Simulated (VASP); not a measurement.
# ZnSe (F-43m) in VASP: a series of runs

The runs below take ZnSe through relaxation of cell and atoms, with r2SCAN, r2SCAN+rVV10.

All numbers are computed with VASP 6.6.1; they aren't measurements. Logs are shortened: lines on timing, memory, paths and dates and some standing lists are left out, and cuts for length are marked.

**1. The structure**

The structure is cubic, space group F-43m (No. 216). Conventional cell: a = 5.665 Å, b = 5.665 Å, c = 5.665 Å, α = 90.00°, β = 90.00°, γ = 90.00°. Zn (site symmetry -43m) is surrounded by 4 Se at 2.45 Å. Around Se (site symmetry -43m) lie 4 Zn at 2.45 Å.

The cell is a database's computed one.

**2. Relaxation of cell and atoms, r2SCAN**

Contents of INCAR:

```
SYSTEM = ZnSe
  PREC = Accurate
  ENCUT = 600
  EDIFF = 1E-7
  ISMEAR = 0
  SIGMA = 0.02
  LREAL = .False.
  LASPH = .True.
  NELM = 60
  ALGO = Normal
  ISIF = 3
  LWAVE = .False.
  LCHARG = .False.
  METAGGA = R2SCAN
  LMIXTAU = .True.
  IBRION = 2
  NSW = 90
  EDIFFG = -0.005
```

Contents of KPOINTS:

```
regular mesh
0
Gamma
  8 8 8
  0 0 0
```

Contents of POSCAR:

```
ZnSe
1.0
    0.0000000000      2.8324425400      2.8324425400
    2.8324425400      0.0000000000      2.8324425400
    2.8324425400      2.8324425400      0.0000000000
Zn Se
1 1
Direct
    0.0000000000      0.0000000000      0.0000000000
    0.2500000000      0.2500000000      0.2500000000
```

Potentials or basis: VASP PAW PBE potentials, release 64 (Zn, Se).

The run is started by

```bash
$ cat potpaw_PBE.64/Zn/POTCAR potpaw_PBE.64/Se/POTCAR > POTCAR
$ mpirun -np 1 vasp_std > vasp.out
```

OUTCAR:

```text
SYSTEM = ZnSe
   PREC = Accurate
   ENCUT = 600
   EDIFF = 1E-7
   ISMEAR = 0
   LREAL = .False.
   LASPH = .True.
   NELM = 60
   ISIF = 3
   METAGGA = R2SCAN
   IBRION = 2
   NSW = 90
   EDIFFG = -0.005

 ion  position               nearest neighbor table
   1  0.000  0.000  0.000-   2 2.45   2 2.45   2 2.45   2 2.45
   2  0.250  0.250  0.250-   1 2.45   1 2.45   1 2.45   1 2.45

  LATTYP: Found a face centered cubic cell.
 ALAT       =     5.6648850800

  Lattice vectors:

 A1 = (   0.0000000000,   2.8324425400,   2.8324425400)
 A2 = (   2.8324425400,   0.0000000000,   2.8324425400)
 A3 = (   2.8324425400,   2.8324425400,   0.0000000000)

Analysis of symmetry for initial positions (statically):
=====================================================================
 Subroutine PRICEL returns:
 Original cell was already a primitive cell.

 Routine SETGRP: Setting up the symmetry group for a
 face centered cubic supercell.

 Subroutine GETGRP returns: Found 24 space group operations
 (whereof 24 operations were pure point group operations)
 out of a pool of 48 trial point group operations.

The static configuration has the point symmetry T_d .

Analysis of symmetry for dynamics (positions and initial velocities):
=====================================================================
 Subroutine PRICEL returns:
 Original cell was already a primitive cell.

 Routine SETGRP: Setting up the symmetry group for a
 face centered cubic supercell.

 Subroutine GETGRP returns: Found 24 space group operations
 (whereof 24 operations were pure point group operations)
 out of a pool of 48 trial point group operations.

The dynamic configuration has the point symmetry T_d .

 Subroutine INISYM returns: Found 24 space group operations
 (whereof 24 operations are pure point group operations),
 and found     1 'primitive' translations

----------------------------------------------------------------------------------------

                                     Primitive cell

  volume of cell :      45.4478

  direct lattice vectors                    reciprocal lattice vectors
     0.000000000  2.832442540  2.832442540    -0.176526088  0.176526088  0.176526088
     2.832442540  0.000000000  2.832442540     0.176526088 -0.176526088  0.176526088
     2.832442540  2.832442540  0.000000000     0.176526088  0.176526088 -0.176526088

  length of vectors
     4.005678655  4.005678655  4.005678655     0.305752153  0.305752153  0.305752153

  position of ions in fractional coordinates (direct lattice)
     0.000000000  0.000000000  0.000000000
     0.250000000  0.250000000  0.250000000

  ion indices of the primitive-cell ions
   primitive index   ion index
                 1           1
                 2           2

----------------------------------------------------------------------------------------

 KPOINTS: regular mesh

Automatic generation of k-mesh.
 Grid dimensions read from file:
 generate k-points for:    8    8    8

 Generating k-lattice:

  Cartesian coordinates                     Fractional coordinates (reciprocal lattice)
    -0.022065761  0.022065761  0.022065761     0.125000000  0.000000000  0.000000000
     0.022065761 -0.022065761  0.022065761     0.000000000  0.125000000  0.000000000
     0.022065761  0.022065761 -0.022065761     0.000000000  0.000000000  0.125000000

  Length of vectors
     0.038219019  0.038219019  0.038219019

  Shift w.r.t. Gamma in fractional coordinates (k-lattice)
     0.000000000  0.000000000  0.000000000

 Subroutine IBZKPT returns following result:
 ===========================================

 Found     29 irreducible k-points:
[... 53 lines left out ...]
   ISYM   =      2    0-nonsym 1-usesym 2-fastsym
   POTIM  = 0.5000    time-step for ionic-motion
   TEBEG  =    0.0;   TEEND  =   0.0 temperature during run
   PSTRESS=    0.0 pullay stress
   NELECT =      18.0000    total number of electrons
   NUPDOWN=      -1.0000    fix difference up-down
   EMIN   =  10.00;   EMAX   =-10.00  energy-range for DOS
   EFERMI =   0.00;   METHOD = LEGACY
   ISMEAR =     0;   SIGMA  =   0.02  broadening in eV -4-tet -1-fermi 0-gaus
   EFERMI_NEDOS =   21; number of points for ismear=-14 and -15
   IALGO  =     38    algorithm
   IMIX   =      4    mixing-type and parameters
     AMIX     =   0.40;   BMIX     =  1.00
     AMIX_MAG =   1.60;   BMIX_MAG =  1.00
  volume/ion in A,a.u.               =      22.72       153.35
  Fermi-wavevector in a.u.,A,eV,Ry     =   1.202249  2.271922 19.665909  1.445404
  Thomas-Fermi vector in A             =   2.338036
   LORBIT       =      0    0 simple, 1 ext, 2 COOP (PROOUT), +10 PAW based schemes
   METAGGA = R2SCAN    functional components
   LHFCALC =     F    Hartree Fock is set to
   AEXX    =    0.0000 exact exchange contribution
   IVDW    =     0    specifies the selected vdW correction
   LEPSILON=     F    determine dielectric tensor
   LRPA    =     F    only Hartree local field effects (RPA)
 conjugate gradient relaxation of ions
 non-spin polarized calculation
 Gauss-broadening in eV      SIGMA  =   0.02
  energy-cutoff  :      600.00
  volume of cell :       45.45
 maximum number of plane-waves:      1540
   NGX = 17   NGY = 17   NGZ = 17

--------------------------------------- Ionic step        1  -------------------------------------------

 number of electron      17.9999990 magnetization

 Free energy of the ion-electron system (eV)
  ---------------------------------------------------
  ext. energy  EPLUGINS =         0.00000000
  ---------------------------------------------------
  free energy    TOTEN  =       -24.91069736 eV

  energy without entropy =      -24.91069736  energy(sigma->0) =      -24.91069736

------------------------ aborting loop because EDIFF is reached ----------------------------------------

  FORCE on cell =-STRESS in cart. coord.  units (eV):
  Direction    XX          YY          ZZ          XY          YZ          ZX
  --------------------------------------------------------------------------------------
  -------------------------------------------------------------------------------------
  Total        0.0217027      0.0217027      0.0217027     -0.0000000     -0.0000000      0.0000000
  in kB        0.7650888      0.7650888      0.7650888     -0.0000000     -0.0000000      0.0000000
  external PRESSURE =       0.7650888 kB  Pullay stress =       0.0000000 kB

 VOLUME and BASIS-vectors are now :
 -----------------------------------------------------------------------------
  energy-cutoff  :      600.00
  volume of cell :       45.45
      direct lattice vectors                 reciprocal lattice vectors
     0.000000000  2.832442540  2.832442540    -0.176526088  0.176526088  0.176526088
     2.832442540  0.000000000  2.832442540     0.176526088 -0.176526088  0.176526088
     2.832442540  2.832442540  0.000000000     0.176526088  0.176526088 -0.176526088

 POSITION                                       TOTAL-FORCE (eV/Angst)
 -----------------------------------------------------------------------------------
      0.00000      0.00000      0.00000         0.000000     -0.000000     -0.000000
      1.41622      1.41622      1.41622        -0.000000      0.000000      0.000000
 -----------------------------------------------------------------------------------
    total drift:                                0.000026      0.000026      0.000026

  FREE ENERGIE OF THE ION-ELECTRON SYSTEM (eV)
  ---------------------------------------------------
  free  energy   TOTEN  =       -24.9106973632 eV

  energy  without entropy=      -24.9106973632  energy(sigma->0) =      -24.91069736

--------------------------------------- Ionic step        2  -------------------------------------------

 number of electron      17.9999991 magnetization

 Free energy of the ion-electron system (eV)
  ---------------------------------------------------
  ext. energy  EPLUGINS =         0.00000000
  ---------------------------------------------------
  free energy    TOTEN  =       -24.91067701 eV

  energy without entropy =      -24.91067701  energy(sigma->0) =      -24.91067701

 E-fermi :   1.4310     XC(G=0):  -9.9191

 val. band max:        1.2968902803   @ k =   0.0000   0.0000   0.0000
 cond. band min:       3.1636705359   @ k =   0.0000   0.0000   0.0000
 fundamental gap:      1.8667802555
 Fermi energy:         1.4309624247

 k-point     1 :       0.0000    0.0000    0.0000
  band No.  band energies     occupation
      1     -12.4155      2.00000
      2      -5.3976      2.00000
      3      -5.3976      2.00000
      4      -5.3976      2.00000
      5      -4.9899      2.00000
      6      -4.9899      2.00000
      7       1.2969      2.00000
      8       1.2969      2.00000
      9       1.2969      2.00000
     10       3.1637      0.00000
     11       7.6126      0.00000
     12       7.6128      0.00000
     13       7.6128      0.00000
[... 354 lines left out ...]
  band No.  band energies     occupation
      1     -11.4646      2.00000
      2      -5.2825      2.00000
      3      -5.2462      2.00000
      4      -5.0248      2.00000
      5      -4.9840      2.00000
      6      -4.7843      2.00000
      7      -3.6496      2.00000
      8      -1.1312      2.00000
      9      -0.1903      2.00000
     10       6.0268      0.00000
     11       7.2608      0.00000
     12       9.2567      0.00000
     13      10.5324      0.00000

 [... further k-points ...]
[... 5 lines left out ...]
  --------------------------------------------------------------------------------------
  -------------------------------------------------------------------------------------
  Total       -0.0078607     -0.0078607     -0.0078607     -0.0000000      0.0000000      0.0000000
  in kB       -0.2766790     -0.2766790     -0.2766790     -0.0000000      0.0000000      0.0000000
  external PRESSURE =      -0.2766790 kB  Pullay stress =       0.0000000 kB

 VOLUME and BASIS-vectors are now :
 -----------------------------------------------------------------------------
  energy-cutoff  :      600.00
  volume of cell :       45.52
      direct lattice vectors                 reciprocal lattice vectors
    -0.000000000  2.833925321  2.833925321    -0.176433725  0.176433725  0.176433725
     2.833925321 -0.000000000  2.833925321     0.176433725 -0.176433725  0.176433725
     2.833925321  2.833925321 -0.000000000     0.176433725  0.176433725 -0.176433725

 POSITION                                       TOTAL-FORCE (eV/Angst)
 -----------------------------------------------------------------------------------
     -0.00000      2.83393      2.83393         0.000000      0.000000      0.000000
      1.41696      1.41696      1.41696        -0.000000     -0.000000     -0.000000
 -----------------------------------------------------------------------------------
    total drift:                                0.000026      0.000026      0.000026

  FREE ENERGIE OF THE ION-ELECTRON SYSTEM (eV)
  ---------------------------------------------------
  free  energy   TOTEN  =       -24.9106770142 eV

  energy  without entropy=      -24.9106770142  energy(sigma->0) =      -24.91067701

 reached required accuracy - stopping structural energy minimisation
```

It took 1.7 min on 1 thread of Intel Xeon Platinum 8259CL at 2.50GHz (Skylake/Cascade Lake), shared host; peak memory 0.2 GiB.

What came out:

| Property | Result |
| --- | --- |
| Free energy | -24.9107 eV |
| Relaxed volume | 22.76 Å³/atom |
| Relaxed cell | a = 4.008 Å, b = 4.008 Å, c = 4.008 Å, α = 60.00°, β = 60.00°, γ = 60.00° |
| Space group after relaxing (to 0.05 Å) | F-43m (No. 216) |
| Energy gained by relaxing | 0.0 meV/atom |
| Ionic steps | 2 |
| Pressure after relaxing | 0.0 GPa |
| Band gap on the k mesh | 1.87 eV, direct |

Final structure:
```xyz
2
Lattice="0.0000 2.8339 2.8339 2.8339 0.0000 2.8339 2.8339 2.8339 0.0000" Properties=species:S:1:pos:R:3 pbc="T T T"
Zn    0.0000    2.8339    2.8339
Se    1.4170    1.4170    1.4170
```

Levels at points of the mesh, in eV from the valence-band top:
```tsv
k point	band 6	band 7	band 8	band 9	band 10	band 11	band 12	band 13
(0.00, 0.00, 0.00)	-6.29	0.00	0.00	0.00	1.87	6.32	6.32	6.32
(0.50, 0.00, 0.00)	-6.13	-5.30	-0.88	-0.88	3.05	6.87	6.87	9.07
(0.50, 0.50, 0.00)	-6.11	-4.79	-2.23	-2.23	3.34	3.87	11.51	12.07
```

Caveat: the PAW data sets were made with another functional, which shifts forces and pressure a little. r2SCAN opens gaps a little over a GGA but as a rule still falls short of measured ones.

**3. Relaxation of cell and atoms, r2SCAN+rVV10**

INCAR, as its differences from that of step 2:

```diff
@@ -15,2 +15,6 @@
   LMIXTAU = .True.
+  LUSE_VDW = .True.
+  IVDW_NL = 2
+  BPARAM = 11.95
+  CPARAM = 0.0093
   IBRION = 2
```

KPOINTS is that of step 2.

POSCAR is that of step 2.

Potentials or basis: VASP PAW PBE potentials, release 64 (Zn, Se).

The run is started by

```bash
$ cat potpaw_PBE.64/Zn/POTCAR potpaw_PBE.64/Se/POTCAR > POTCAR
$ mpirun -np 1 vasp_std > vasp.out
```

OUTCAR:

```text
SYSTEM = ZnSe
   PREC = Accurate
   ENCUT = 600
   EDIFF = 1E-7
   ISMEAR = 0
   LREAL = .False.
   LASPH = .True.
   NELM = 60
   ISIF = 3
   METAGGA = R2SCAN
   IVDW_NL = 2
   BPARAM = 11.95
   IBRION = 2
   NSW = 90
   EDIFFG = -0.005

 ion  position               nearest neighbor table
   1  0.000  0.000  0.000-   2 2.45   2 2.45   2 2.45   2 2.45
   2  0.250  0.250  0.250-   1 2.45   1 2.45   1 2.45   1 2.45

  LATTYP: Found a face centered cubic cell.
 ALAT       =     5.6648850800

  Lattice vectors:

 A1 = (   0.0000000000,   2.8324425400,   2.8324425400)
 A2 = (   2.8324425400,   0.0000000000,   2.8324425400)
 A3 = (   2.8324425400,   2.8324425400,   0.0000000000)

Analysis of symmetry for initial positions (statically):
=====================================================================
 Subroutine PRICEL returns:
[... 194 lines left out ...]
      9       1.3029      2.00000
     10       3.1309      0.00000
     11       7.5955      0.00000
     12       7.5956      0.00000
     13       7.5956      0.00000
[... 475 lines left out ...]
--------------------------------------- Ionic step        4  -------------------------------------------

 number of electron      17.9999986 magnetization

 Free energy of the ion-electron system (eV)
  ---------------------------------------------------
  ext. energy  EPLUGINS =         0.00000000
  ---------------------------------------------------
  free energy    TOTEN  =       -24.37849754 eV

  energy without entropy =      -24.37849754  energy(sigma->0) =      -24.37849754

 E-fermi :   1.5171     XC(G=0): -10.0396

 val. band max:        1.3904689152   @ k =   0.0000   0.0000   0.0000
 cond. band min:       3.2623019198   @ k =   0.0000   0.0000   0.0000
 fundamental gap:      1.8718330046
 Fermi energy:         1.5170976546

 k-point     1 :       0.0000    0.0000    0.0000
  band No.  band energies     occupation
      1     -12.4082      2.00000
      2      -5.3395      2.00000
      3      -5.3395      2.00000
      4      -5.3395      2.00000
      5      -4.9190      2.00000
      6      -4.9190      2.00000
      7       1.3905      2.00000
      8       1.3905      2.00000
      9       1.3905      2.00000
     10       3.2623      0.00000
     11       7.6790      0.00000
     12       7.6792      0.00000
     13       7.6792      0.00000
[... 397 lines left out ...]
  FREE ENERGIE OF THE ION-ELECTRON SYSTEM (eV)
  ---------------------------------------------------
  free  energy   TOTEN  =       -24.3784975362 eV

  energy  without entropy=      -24.3784975362  energy(sigma->0) =      -24.37849754

 reached required accuracy - stopping structural energy minimisation
```

Run time: 6.8 min. Hardware: 1 thread of Intel Xeon Platinum 8259CL at 2.50GHz (Skylake/Cascade Lake), shared host; peak memory 0.34 GiB.

Results:

| Item | Value |
| --- | --- |
| Free energy | -24.3785 eV |
| Relaxed volume | 22.50 Å³/atom |
| Relaxed cell | a = 3.992 Å, b = 3.992 Å, c = 3.992 Å, α = 60.00°, β = 60.00°, γ = 60.00° |
| Space group after relaxing (to 0.05 Å) | F-43m (No. 216) |
| Energy gained by relaxing | 0.6 meV/atom |
| Ionic steps | 4 |
| Pressure after relaxing | 0.0 GPa |
| Band gap on the k mesh | 1.87 eV, direct |

Step by step:
| step | energy change (eV) | largest force (eV/Å) | pressure (GPa) | volume (Å³) |
| --- | --- | --- | --- | --- |
| 1 | 0.0000 | 0.0000 | -0.65 | 45.45 |
| 2 | -0.0011 | 0.0000 | 0.22 | 44.85 |
| 3 | -0.0012 | 0.0000 | 0.07 | 44.95 |
| 4 | -0.0012 | 0.0000 | 0.00 | 44.99 |

Final structure:
```xyz
2
Lattice="0.0000 2.8230 2.8230 2.8230 0.0000 2.8230 2.8230 2.8230 0.0000" Properties=species:S:1:pos:R:3 pbc="T T T"
Zn    0.0000    0.0000    0.0000
Se    1.4115    1.4115    1.4115
```

Caveat: the PAW data sets were made with another functional, which shifts forces and pressure a little. r2SCAN opens gaps a little over a GGA but as a rule still falls short of measured ones.
